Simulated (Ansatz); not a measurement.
# Is this Si₃C₂ stable against decomposition?

Method: DFT PBE, scalar-relativistic, plane waves, PAW (Ansatz). Settings: cutoff 420 eV, Γ-centred meshes spaced at most about 0.3 Å⁻¹, and about 0.25 Å⁻¹ or finer for metals (2π included), Gaussian smearing. No spin polarisation.

Energies over the elements count from the elements' standard structures at the same level, with no fitted energy shifts.

These are static total energies at zero pressure. The reference form of C is held partly by dispersion forces, which this level lacks.

The competitors are the elements and 1 reference phase of this chemical system (from databases or known types: SiC), relaxed at the same level; other known phases may be missing.

The candidate was reached from: Si and C ordered on fcc sites.

```
Si C
1.0
     1.47649    0.85245    6.58738
    -1.47649    0.85245    6.58738
     0.00000   -1.70490    6.58738
Si C
3 2
Direct
  0.28427 0.28427 0.28427
  0.50000 0.50000 0.50000
  0.71573 0.71573 0.71573
  0.89654 0.89654 0.89654
  0.10346 0.10346 0.10346
```

Q: Where does it stand against these competitors?

A: Not stable. Its formation energy is 0.563 eV/atom. The lowest competing mixture at this composition is this:

```json
{"phase": "Si", "space group": "-", "source": "element", "share of atoms": "0.2000", "ΔE_f (eV/atom)": "-0.0007"}
{"phase": "SiC", "space group": "P6_3mc (No. 186)", "source": "Materials Project", "share of atoms": "0.8000", "ΔE_f (eV/atom)": "-0.204"}
```

The lowest database cell of Si (-0.0007) lies slightly below the reference, hence the non-zero entry.

The mixture lies at -0.163 eV/atom, and the candidate lies 0.73 eV/atom above it. The candidate matches no cell in the subsets of the Crystallography Open Database and the Materials Project at hand. A phase this far over the hull is unlikely to be made. It has the anti-tetradymite type.
